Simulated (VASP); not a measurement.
# OCH4 in VASP: settings compared, part 2 of 2

VASP 6.6.1. Earlier steps stand in the parts before.

## (5) Single point, LDA

File INCAR:

```
PREC     = Accurate       # precision mode
ENCUT    = 400            # plane-wave cutoff, eV
EDIFF    = 1E-6           # SCF threshold, eV
ISMEAR   = 0              # smearing method
SIGMA    = 0.01           # smearing width, eV
LREAL    = False          # projectors in reciprocal space
LASPH    = True           # aspherical terms in the spheres
NELM     = 80             # most SCF steps
ALGO     = Fast           # electronic algorithm
ISIF     = 2              # what is computed and relaxed
LWAVE    = False          # write WAVECAR
LCHARG   = False          # write CHGCAR
NBANDS   = 16             # bands
ISYM     = 0
```

File KPOINTS:

```
Automatic mesh
0
Gamma
  1 1 1
```

File POSCAR:

```
H4CO                                    
1.0
   12.7722774153      0.0000000000      0.0000000000
    0.0000000000     13.2722774153      0.0000000000
    0.0000000000      0.0000000000     13.7722774153
  O               C               H             
     1     1     4
Selective dynamics
Direct
     0.5814554605000026    0.4957380617999974    0.4800698287999978   F   F   F
     0.4709007345168943    0.4985833375410336    0.4959323125790473   T   T   T
     0.6154968736400552    0.5348561371265734    0.5307142176538949   T   T   T
     0.4484521455929876    0.4646677748428786    0.5661815079560640   T   T   T
     0.4354390133414563    0.4537911774680984    0.4375645801328557   T   T   T
     0.4391236648754287    0.5758974078562713    0.4918117471126108   T   T   T
```

Potentials or basis: VASP PAW LDA potentials, release 64 (O, C, H).

Launch:

```sh
> cat potpaw_LDA.64/O/POTCAR potpaw_LDA.64/C/POTCAR potpaw_LDA.64/H/POTCAR > POTCAR
> mpirun -np 4 vasp_gam > vasp.out
```

OUTCAR:

```text
PREC = Accurate
   ENCUT = 400
   EDIFF = 1E-6
   ISMEAR = 0
   LREAL = False
   LASPH = True
   NELM = 80
   ISIF = 2
   ISYM = 0

 ion  position               nearest neighbor table
   1  0.581  0.496  0.480-   3 0.97   2 1.43
   2  0.471  0.499  0.496-   5 1.10   4 1.10   6 1.10   1 1.43
   3  0.615  0.535  0.531-   1 0.97
   4  0.448  0.465  0.566-   2 1.10
   5  0.435  0.454  0.438-   2 1.10
   6  0.439  0.576  0.492-   2 1.10

IMPORTANT INFORMATION: All symmetrisations will be switched off!
NOSYMM: (Re-)initialisation of all symmetry stuff for point group C_1.

----------------------------------------------------------------------------------------

                                     Primitive cell

  volume of cell :    2334.6380

  direct lattice vectors                    reciprocal lattice vectors
    12.772277415  0.000000000  0.000000000     0.078294572  0.000000000  0.000000000
     0.000000000 13.272277415  0.000000000     0.000000000  0.075345019  0.000000000
     0.000000000  0.000000000 13.772277415     0.000000000  0.000000000  0.072609632

  length of vectors
    12.772277415 13.272277415 13.772277415     0.078294572  0.075345019  0.072609632

  position of ions in fractional coordinates (direct lattice)
     0.581455461  0.495738062  0.480069829
     0.470900735  0.498583338  0.495932313
     0.615496874  0.534856137  0.530714218
     0.448452146  0.464667775  0.566181508
     0.435439013  0.453791177  0.437564580
     0.439123665  0.575897408  0.491811747

  ion indices of the primitive-cell ions
   primitive index   ion index
                 1           1
                 2           2
                 3           3
                 4           4
                 5           5
                 6           6

----------------------------------------------------------------------------------------

 KPOINTS: Automatic mesh

Automatic generation of k-mesh.
 Grid dimensions read from file:
 generate k-points for:    1    1    1

 Generating k-lattice:

  Cartesian coordinates                     Fractional coordinates (reciprocal lattice)
     0.078294572  0.000000000  0.000000000     1.000000000  0.000000000  0.000000000
     0.000000000  0.075345019  0.000000000     0.000000000  1.000000000  0.000000000
     0.000000000  0.000000000  0.072609632     0.000000000  0.000000000  1.000000000

  Length of vectors
     0.078294572  0.075345019  0.072609632

  Shift w.r.t. Gamma in fractional coordinates (k-lattice)
     0.000000000  0.000000000  0.000000000

 Subroutine IBZKPT returns following result:
 ===========================================

 Found      1 irreducible k-points:

 Following reciprocal coordinates:
            Coordinates               Weight
  0.000000  0.000000  0.000000      1.000000
   k-points           NKPTS =      1   k-points in BZ     NKDIM =      1   number of bands    NBANDS=     16
   number of dos      NEDOS =    301   number of ions     NIONS =      6
   total plane-waves  NPLWV = 680400
   dimension x,y,z NGX =    84 NGY =   90 NGZ =   90
   dimension x,y,z NGXF=   168 NGYF=  180 NGZF=  180
   ions per type =               1   1   4
   NGX,Y,Z   is equivalent  to a cutoff of  10.93, 11.27, 10.86 a.u.
   NGXF,Y,Z  is equivalent  to a cutoff of  21.87, 22.55, 21.73 a.u.
 SYSTEM =  unknown system
   PREC   = accura    normal or accurate (medium, high low for compatibility)
   ISTART =      0    job   : 0-new  1-cont  2-samecut
   ICHARG =      2    charge: 1-file 2-atom 10-const
   ISPIN  =      1    spin polarized calculation?
   LNONCOLLINEAR =      F non collinear calculations
   LSORBIT =      F    spin-orbit coupling
   LASPH  =      T    aspherical Exc in radial PAW
   ENCUT  =  400.0 eV  29.40 Ry    5.42 a.u.  20.83 21.64 22.46*2*pi/ulx,y,z
   NELM   =     80;   NELMIN=  2; NELMDL= -5     # of ELM steps
   EDIFF  = 0.1E-05   stopping-criterion for ELM
   LREAL  =      F    real-space projection
   EDIFFG = 0.1E-04   stopping-criterion for IOM
   NSW    =      0    number of steps for IOM
   IBRION =     -1    ionic relax: 0-MD 1-quasi-New 2-CG
   NFREE  =      0    steps in history (QN), initial steepest desc. (CG)
   ISIF   =      2    stress and relaxation
   ISYM   =      0    0-nonsym 1-usesym 2-fastsym
   POTIM  = 0.5000    time-step for ionic-motion
   TEBEG  =    0.0;   TEEND  =   0.0 temperature during run
   PSTRESS=    0.0 pullay stress
   NELECT =      14.0000    total number of electrons
   NUPDOWN=      -1.0000    fix difference up-down
   EMIN   =  10.00;   EMAX   =-10.00  energy-range for DOS
   EFERMI =   0.00;   METHOD = LEGACY
   ISMEAR =     0;   SIGMA  =   0.01  broadening in eV -4-tet -1-fermi 0-gaus
   EFERMI_NEDOS =   21; number of points for ismear=-14 and -15
   IALGO  =     68    algorithm
   IMIX   =      4    mixing-type and parameters
     AMIX     =   0.40;   BMIX     =  1.00
     AMIX_MAG =   1.60;   BMIX_MAG =  1.00
  volume/ion in A,a.u.               =     389.11      2625.82
  Fermi-wavevector in a.u.,A,eV,Ry     =   0.297425  0.562052  1.203595  0.088462
  Thomas-Fermi vector in A             =   1.162901
   LORBIT       =      0    0 simple, 1 ext, 2 COOP (PROOUT), +10 PAW based schemes
   GGA     = CA    functional components
   LHFCALC =     F    Hartree Fock is set to
   AEXX    =    0.0000 exact exchange contribution
   IVDW    =     0    specifies the selected vdW correction
   LEPSILON=     F    determine dielectric tensor
   LRPA    =     F    only Hartree local field effects (RPA)
 non-spin polarized calculation
 RMM-DIIS sequential band-by-band and
 Gauss-broadening in eV      SIGMA  =   0.01
  energy-cutoff  :      400.00
  volume of cell :     2334.64
 maximum number of plane-waves:     21186
 NGX is ok and might be reduce to    84
   NGX = 41   NGY = 43   NGZ = 45

 number of electron      13.9999998 magnetization

 Free energy of the ion-electron system (eV)
  ---------------------------------------------------
  ext. energy  EPLUGINS =         0.00000000
  ---------------------------------------------------
  free energy    TOTEN  =       -31.66622896 eV

  energy without entropy =      -31.66622896  energy(sigma->0) =      -31.66622896

 E-fermi :  -6.2697     XC(G=0):  -0.3858

 val. band max:       -6.3263903815   @ k =   0.0000   0.0000   0.0000
 cond. band min:      -0.6661623731   @ k =   0.0000   0.0000   0.0000
 fundamental gap:      5.6602280084
 Fermi energy:        -6.2696645033

 k-point     1 :       0.0000    0.0000    0.0000
  band No.  band energies     occupation
      1     -25.2305      2.00000
      2     -16.6880      2.00000
      3     -12.4887      2.00000
      4     -10.6072      2.00000
      5     -10.3433      2.00000
      6      -7.9384      2.00000
[... 8 lines left out ...]
     15       1.1685      0.00000
     16       1.3408      0.00000

------------------------ aborting loop because EDIFF is reached ----------------------------------------

  FORCE on cell =-STRESS in cart. coord.  units (eV):
  Direction    XX          YY          ZZ          XY          YZ          ZX
  --------------------------------------------------------------------------------------
  -------------------------------------------------------------------------------------
  Total       -1.5917372     -0.9642134     -0.8930217      0.1040816      0.1051351      0.2122945
  in kB       -1.0923515     -0.6617046     -0.6128484      0.0714274      0.0721504      0.1456900
  external PRESSURE =      -0.7889682 kB  Pullay stress =       0.0000000 kB

 VOLUME and BASIS-vectors are now :
 -----------------------------------------------------------------------------
  energy-cutoff  :      400.00
  volume of cell :     2334.64
      direct lattice vectors                 reciprocal lattice vectors
    12.772277415  0.000000000  0.000000000     0.078294572  0.000000000  0.000000000
     0.000000000 13.272277415  0.000000000     0.000000000  0.075345019  0.000000000
     0.000000000  0.000000000 13.772277415     0.000000000  0.000000000  0.072609632

 POSITION                                       TOTAL-FORCE (eV/Angst)
 -----------------------------------------------------------------------------------
      7.42651      6.57957      6.61165        -0.648772     -0.019192      0.047449
      6.01447      6.61734      6.83012         0.649186     -0.025589     -0.111937
      7.86130      7.09876      7.30914         0.064000      0.056321      0.073396
      5.72776      6.16720      7.79761        -0.002519     -0.018728      0.052150
      5.56155      6.02284      6.02626        -0.053238     -0.047203     -0.062268
      5.60861      7.64347      6.77337        -0.008656      0.054390      0.001211
 -----------------------------------------------------------------------------------
    total drift:                                0.000222      0.001251     -0.000844

  FREE ENERGIE OF THE ION-ELECTRON SYSTEM (eV)
  ---------------------------------------------------
  free  energy   TOTEN  =       -31.6662289586 eV

  energy  without entropy=      -31.6662289586  energy(sigma->0) =      -31.66622896
```

It took 16 s on 4 MPI ranks of Intel Xeon 6975P-C (Granite Rapids), shared host; peak memory 0.41 GiB.

What came out:

```
Free energy                     : -31.6662 eV
Largest force                   : 0.659 eV/Å
Gap between the frontier levels : 5.66 eV
```

Forces in eV/Å, atoms in the order of the input:
```
O   -0.649 -0.019  0.047
C    0.649 -0.026 -0.112
H    0.064  0.056  0.073
H   -0.003 -0.019  0.052
H   -0.053 -0.047 -0.062
H   -0.009  0.054  0.001
```

Levels at points of the mesh, in eV from the valence-band top:
```csv
k point,band 5,band 6,band 7,band 8,band 9,band 10
"(0.00, 0.00, 0.00)",-4.02,-1.61,0.00,5.66,6.30,6.70
```

Caveat: the cutoff is under 1.25 times the usual one of these potentials, so pressure, stress and relaxed cells hold a basis-set (Pulay) error. As with any semilocal functional, this LDA gap is likely too small.

## (6) Summary

| level | potentials or basis | gap on the mesh (eV) | largest force (eV/Å) |
| --- | --- | --- | --- |
| RPBE+D3(BJ) | VASP PAW PBE potentials, release 64 (O, C, H) | 5.47 | 0.28 |
| optB86b-vdW | VASP PAW PBE potentials, release 64 (O, C, H) | 5.38 | 0.07 |
| rev-vdW-DF2 | VASP PAW PBE potentials, release 64 (O, C, H) | 5.42 | 0.08 |
| LDA | VASP PAW LDA potentials, release 64 (O, C, H) | 5.66 | 0.66 |

Alike in all rows: task single point; no spin polarisation; cell as given; k mesh 1 × 1 × 1; cutoff (eV) 400; smearing gaussian 0.01 eV.

Caveats: the cutoff is under 1.25 times the usual one of these potentials, so pressure, stress and relaxed cells hold a basis-set (Pulay) error; the PAW data sets were made with another functional, which shifts forces and pressure a little (some runs).

Total energies depend on the potentials used, so only differences within one code and one set of settings carry meaning.
